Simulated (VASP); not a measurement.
# CoO (I4/mmm) in VASP: further runs

One crystal, CoO, is run at these levels: PBE; tasks: relaxation of cell and atoms.

All numbers are computed with VASP 6.6.1; they aren't measurements. Logs are shortened: lines on timing, memory, paths and dates and some standing lists are left out, and cuts for length are marked.

**1. The crystal as given**

It takes space group I4/mmm (No. 139, tetragonal). Conventional cell: a = 3.016 Å, b = 3.016 Å, c = 4.215 Å, α = 90.00°, β = 90.00°, γ = 90.00°. Co (site symmetry 4/mmm) is surrounded by 6 O at 2.11 to 2.13 Å. O (site symmetry 4/mmm) is surrounded by 6 Co at 2.11 to 2.13 Å.

**2. Relaxation of cell and atoms, PBE, collinear spin, ferromagnetic start, target pressure 2 GPa, at which the enthalpy is minimised**

INCAR reads:

```
SYSTEM = CoO
PREC = Accurate ; ENCUT = 600
EDIFF = 1E-6 ; ISMEAR = -1
SIGMA = 0.05 ; LREAL = .FALSE.
LASPH = .TRUE. ; NELM = 100
ALGO = Normal ; ISIF = 3
LWAVE = .FALSE. ; LCHARG = .FALSE.
ISPIN = 2 ; MAGMOM = 2 0
LORBIT = 11 ; LMAXMIX = 4
GGA = PE ; IBRION = 2
NSW = 40 ; EDIFFG = -0.02
PSTRESS = 20
```

KPOINTS reads:

```
regular mesh
0
G
  9 9 9
  0 0 0
```

POSCAR reads:

```
CoO
1.0
   -1.5080004400      1.5080004400      2.1072503600
    1.5080004400     -1.5080004400      2.1072503600
    1.5080004400      1.5080004400     -2.1072503600
Co O
1 1
Direct
    0.0000000000      0.0000000000      0.0000000000
    0.5000000000      0.5000000000      0.0000000000
```

Potentials or basis: VASP PAW PBE potentials, release 64 (Co, O).

Run with:

```console
$ cat potpaw_PBE.64/Co/POTCAR potpaw_PBE.64/O/POTCAR > POTCAR
$ mpirun -np 1 vasp_std > vasp.out
```

OUTCAR:

```text
SYSTEM = CoO
   PREC = Accurate
   ENCUT = 600
   EDIFF = 1E-6
   ISMEAR = -1
   LREAL = .FALSE.
   LASPH = .TRUE.
   NELM = 100
   ISIF = 3
   ISPIN = 2
   LORBIT = 11
   GGA = PE
   IBRION = 2
   NSW = 40
   EDIFFG = -0.02
   PSTRESS = 20

 ion  position               nearest neighbor table
   1  0.000  0.000  0.000-   2 2.11   2 2.11   2 2.13   2 2.13   2 2.13   2 2.13
   2  0.500  0.500  0.000-   1 2.11   1 2.11   1 2.13   1 2.13   1 2.13   1 2.13

  LATTYP: Found a body centered tetragonal cell.
 ALAT       =     3.0160008800
 C/A-ratio  =     1.3973804676

  Lattice vectors:

 A1 = (  -1.5080004400,   1.5080004400,   2.1072503600)
 A2 = (   1.5080004400,  -1.5080004400,   2.1072503600)
 A3 = (   1.5080004400,   1.5080004400,  -2.1072503600)

Analysis of symmetry for initial positions (statically):
=====================================================================
 Subroutine PRICEL returns:
 Original cell was already a primitive cell.

 Routine SETGRP: Setting up the symmetry group for a
 body centered tetragonal supercell.

 Subroutine GETGRP returns: Found 16 space group operations
 (whereof 16 operations were pure point group operations)
 out of a pool of 16 trial point group operations.

The static configuration has the point symmetry D_4h.

Analysis of symmetry for dynamics (positions and initial velocities):
=====================================================================
 Subroutine PRICEL returns:
 Original cell was already a primitive cell.

 Routine SETGRP: Setting up the symmetry group for a
 body centered tetragonal supercell.

 Subroutine GETGRP returns: Found 16 space group operations
 (whereof 16 operations were pure point group operations)
 out of a pool of 16 trial point group operations.

The dynamic configuration has the point symmetry D_4h.

Analysis of structural, dynamic, and magnetic symmetry:
=====================================================================
 Subroutine PRICEL returns:
 Original cell was already a primitive cell.

 Routine SETGRP: Setting up the symmetry group for a
 body centered tetragonal supercell.

 Subroutine GETGRP returns: Found 16 space group operations
 (whereof 16 operations were pure point group operations)
 out of a pool of 16 trial point group operations.

The overall configuration has the point symmetry D_4h.

 Subroutine INISYM returns: Found 16 space group operations
 (whereof 16 operations are pure point group operations),
 and found     1 'primitive' translations

----------------------------------------------------------------------------------------

                                     Primitive cell

  volume of cell :      19.1681

  direct lattice vectors                    reciprocal lattice vectors
    -1.508000440  1.508000440  2.107250360     0.000000000  0.331564890  0.237276030
     1.508000440 -1.508000440  2.107250360     0.331564890  0.000000000  0.237276030
     1.508000440  1.508000440 -2.107250360     0.331564890  0.331564890  0.000000000

  length of vectors
     2.998105191  2.998105191  2.998105191     0.407719500  0.407719500  0.468903564

  position of ions in fractional coordinates (direct lattice)
     0.000000000  0.000000000  0.000000000
     0.500000000  0.500000000  0.000000000

  ion indices of the primitive-cell ions
   primitive index   ion index
                 1           1
                 2           2

----------------------------------------------------------------------------------------

 KPOINTS: regular mesh

Automatic generation of k-mesh.
 Grid dimensions read from file:
 generate k-points for:    9    9    9

 Generating k-lattice:

  Cartesian coordinates                     Fractional coordinates (reciprocal lattice)
     0.000000000  0.036840543  0.026364003     0.111111111  0.000000000  0.000000000
     0.036840543  0.000000000  0.026364003     0.000000000  0.111111111  0.000000000
     0.036840543  0.036840543  0.000000000     0.000000000  0.000000000  0.111111111

  Length of vectors
     0.045302167  0.045302167  0.052100396

  Shift w.r.t. Gamma in fractional coordinates (k-lattice)
     0.000000000  0.000000000  0.000000000

 Subroutine IBZKPT returns following result:
 ===========================================

 Found     75 irreducible k-points:

 Following reciprocal coordinates:
            Coordinates               Weight
  0.000000  0.000000  0.000000      1.000000
  0.111111  0.000000 -0.000000      8.000000
  0.222222  0.000000 -0.000000      8.000000
  0.333333  0.000000  0.000000      8.000000
  0.444444  0.000000 -0.000000      8.000000
  0.111111  0.111111 -0.000000      8.000000
[... 16 lines left out ...]
 -0.333333  0.333333  0.000000      4.000000
  0.444444  0.444444 -0.000000      8.000000
 [... further k-points ...]
   k-points           NKPTS =     75   k-points in BZ     NKDIM =     75   number of bands    NBANDS=     12
   number of dos      NEDOS =    301   number of ions     NIONS =      2
   total plane-waves  NPLWV =  13824
   dimension x,y,z NGX =    24 NGY =   24 NGZ =   24
   dimension x,y,z NGXF=    48 NGYF=   48 NGZF=   48
   ions per type =               1   1
   NGX,Y,Z   is equivalent  to a cutoff of  13.31, 13.31, 13.31 a.u.
   NGXF,Y,Z  is equivalent  to a cutoff of  26.62, 26.62, 26.62 a.u.
 SYSTEM =  CoO
   PREC   = accura    normal or accurate (medium, high low for compatibility)
   ISTART =      0    job   : 0-new  1-cont  2-samecut
   ICHARG =      2    charge: 1-file 2-atom 10-const
   ISPIN  =      2    spin polarized calculation?
   LNONCOLLINEAR =      F non collinear calculations
   LSORBIT =      F    spin-orbit coupling
   LASPH  =      T    aspherical Exc in radial PAW
   ENCUT  =  600.0 eV  44.10 Ry    6.64 a.u.   5.99  5.99  5.99*2*pi/ulx,y,z
   NELM   =    100;   NELMIN=  2; NELMDL= -5     # of ELM steps
   EDIFF  = 0.1E-05   stopping-criterion for ELM
   LREAL  =      F    real-space projection
   EDIFFG = -.2E-01   stopping-criterion for IOM
   NSW    =     40    number of steps for IOM
   IBRION =      2    ionic relax: 0-MD 1-quasi-New 2-CG
   NFREE  =      1    steps in history (QN), initial steepest desc. (CG)
   ISIF   =      3    stress and relaxation
   ISYM   =      2    0-nonsym 1-usesym 2-fastsym
   POTIM  = 0.5000    time-step for ionic-motion
   TEBEG  =    0.0;   TEEND  =   0.0 temperature during run
   PSTRESS=   20.0 pullay stress
   NELECT =      15.0000    total number of electrons
   NUPDOWN=      -1.0000    fix difference up-down
   EMIN   =  10.00;   EMAX   =-10.00  energy-range for DOS
   EFERMI =   0.00;   METHOD = LEGACY
   ISMEAR =    -1;   SIGMA  =   0.05  broadening in eV -4-tet -1-fermi 0-gaus
   EFERMI_NEDOS =   21; number of points for ismear=-14 and -15
   IALGO  =     38    algorithm
   IMIX   =      4    mixing-type and parameters
     AMIX     =   0.40;   BMIX     =  1.00
     AMIX_MAG =   1.60;   BMIX_MAG =  1.00
  volume/ion in A,a.u.               =       9.58        64.68
  Fermi-wavevector in a.u.,A,eV,Ry     =   1.508617  2.850872 30.965828  2.275924
  Thomas-Fermi vector in A             =   2.619047
   LORBIT       =     11    0 simple, 1 ext, 2 COOP (PROOUT), +10 PAW based schemes
   GGA     = PE    functional components
   LHFCALC =     F    Hartree Fock is set to
   AEXX    =    0.0000 exact exchange contribution
   IVDW    =     0    specifies the selected vdW correction
   LEPSILON=     F    determine dielectric tensor
   LRPA    =     F    only Hartree local field effects (RPA)
 conjugate gradient relaxation of ions
 spin polarized calculation
  energy-cutoff  :      600.00
  volume of cell :       19.17
 maximum number of plane-waves:       648
   NGX = 11   NGY = 11   NGZ = 11

--------------------------------------- Ionic step        1  -------------------------------------------

 number of electron      15.0000006 magnetization       2.8423745

 Free energy of the ion-electron system (eV)
  ---------------------------------------------------
  ext. energy  EPLUGINS =         0.00000000
  ---------------------------------------------------
  free energy    TOTEN  =       -13.06653378 eV

  energy without entropy =      -13.03124537  energy(sigma->0) =      -13.04888958

------------------------ aborting loop because EDIFF is reached ----------------------------------------

  FORCE on cell =-STRESS in cart. coord.  units (eV):
  Direction    XX          YY          ZZ          XY          YZ          ZX
  --------------------------------------------------------------------------------------
  -------------------------------------------------------------------------------------
  Total       -0.1352454     -0.1352454     -0.1230383      0.0000000      0.0000000      0.0000000
  in kB      -11.3045719    -11.3045719    -10.2842351      0.0000000      0.0000000      0.0000000
  external PRESSURE =     -30.9644597 kB  Pullay stress =      20.0000000 kB
[... 99 lines left out ...]
  enthalpy is  TOTEN    =       -12.8310017244 eV   P V=        0.2346749137

--------------------------------------- Ionic step        4  -------------------------------------------

 number of electron      15.0000001 magnetization       2.7901569

 Free energy of the ion-electron system (eV)
  ---------------------------------------------------
  ext. energy  EPLUGINS =         0.00000000
  ---------------------------------------------------
  free energy    TOTEN  =       -13.06576774 eV

  energy without entropy =      -13.03159585  energy(sigma->0) =      -13.04868179

 E-fermi :   8.2923     XC(G=0): -12.5644

 val. band max:        8.2920510262   @ k =   0.4444   0.3333   0.0000
 cond. band min:       8.2933553401   @ k =   0.0000   0.0000   0.0000
 fundamental gap:      0.0013043140
 Fermi energy:         8.2922536422

 spin component 1

 k-point     1 :       0.0000    0.0000    0.0000
  band No.  band energies     occupation
      1     -12.1573      1.00000
      2       5.0240      1.00000
      3       5.0618      1.00000
      4       5.0618      1.00000
      5       5.0648      1.00000
      6       5.0714      1.00000
      7       5.2086      1.00000
      8       5.2086      1.00000
      9       5.3344      1.00000
     10       9.4442      0.00000
     11      25.2396      0.00000
     12      26.6435      0.00000
[... 331 lines left out ...]
 k-point    24 :       0.4444    0.4444   -0.0000
  band No.  band energies     occupation
      1     -10.8346      1.00000
      2       1.3385      1.00000
      3       3.0607      1.00000
      4       3.4422      1.00000
      5       4.7945      1.00000
      6       5.9320      1.00000
      7       6.1004      1.00000
      8       6.2883      1.00000
      9       6.3708      1.00000
     10      14.7339      0.00000
     11      18.2163      0.00000
     12      19.6871      0.00000

 [... further k-points ...]

 spin component 2

 k-point     1 :       0.0000    0.0000    0.0000
  band No.  band energies     occupation
      1     -11.7026      1.00000
      2       5.5192      1.00000
      3       5.5749      1.00000
      4       5.5749      1.00000
      5       7.1203      1.00000
      6       7.1204      1.00000
      7       7.1600      1.00000
      8       8.2934      0.49449
      9       8.3347      0.29974
     10       9.9620      0.00000
     11      25.1565      0.00000
     12      27.1355      0.00000
[... 374 lines left out ...]
  FREE ENERGIE OF THE ION-ELECTRON SYSTEM (eV)
  ---------------------------------------------------
  free  energy   TOTEN  =       -13.0657677443 eV

  energy  without entropy=      -13.0315958455  energy(sigma->0) =      -13.04868179

  enthalpy is  TOTEN    =       -12.8310013991 eV   P V=        0.2347663452

 reached required accuracy - stopping structural energy minimisation

 total charge

# of ion       s       p       d       tot
------------------------------------------
    1        0.301   0.374   7.171   7.846
    2        1.553   3.435   0.000   4.988
--------------------------------------------------
tot          1.854   3.808   7.171  12.833

 magnetization (x)

# of ion       s       p       d       tot
------------------------------------------
    1        0.021   0.019   2.436   2.476
    2        0.029   0.238   0.000   0.267
--------------------------------------------------
tot          0.050   0.256   2.436   2.743
```

It took 1.7 min on 1 thread of AMD EPYC 7R13 (Zen 3), shared host; peak memory 0.15 GiB.

What came out:

```
Free energy                                            : -13.0658 eV
Relaxed volume                                         : 9.40 Å³/atom
Relaxed cell                                           : a = 2.979 Å, b = 2.979 Å, c = 2.979 Å, α = 119.61°, β = 119.61°, γ = 90.67°
Space group after relaxing (to 0.05 Å)                 : I4/mmm (No. 139)
Energy change on relaxing (the enthalpy is what falls) : +0.4 meV/atom
Ionic steps                                            : 4
Pressure after relaxing                                : 2.0 GPa
Band gap on the k mesh                                 : none (metal or under the smearing width)
Net moment                                             : 2.79 μB per cell
Site moments                                           : Co +2.48; O +0.27 μB
Valence electrons inside the program's atomic spheres  : Co 7.85; O 4.99
```

Step by step:
| step | energy change (eV) | largest force (eV/Å) | pressure (GPa) | volume (Å³) |
| --- | --- | --- | --- | --- |
| 1 | 0.0000 | 0.0000 | -1.10 | 19.17 |
| 2 | 0.0032 | 0.0000 | 3.48 | 18.66 |
| 3 | 0.0009 | 0.0000 | 2.02 | 18.80 |
| 4 | 0.0008 | 0.0000 | 1.96 | 18.81 |

Final structure:
```
Co O
1.0
    -1.49836    1.49836    2.09422
     1.49836   -1.49836    2.09422
     1.49836    1.49836   -2.09422
Co O
1 1
Direct
  0.00000 0.00000 0.00000
  0.50000 0.50000 0.00000
```

Caveat: the cell is relaxed towards a set pressure, so the enthalpy falls and the energy may rise; a cell with one magnetic atom can't hold antiferromagnetic order, which such compounds often take; semilocal functionals often make such compounds metallic where correlation or magnetic order opens a gap, which also shifts bond lengths. With open d or f shells a metallic result of PBE can be an artefact of self-interaction; +U or a hybrid may open a gap.

[end of part 1 of 2]
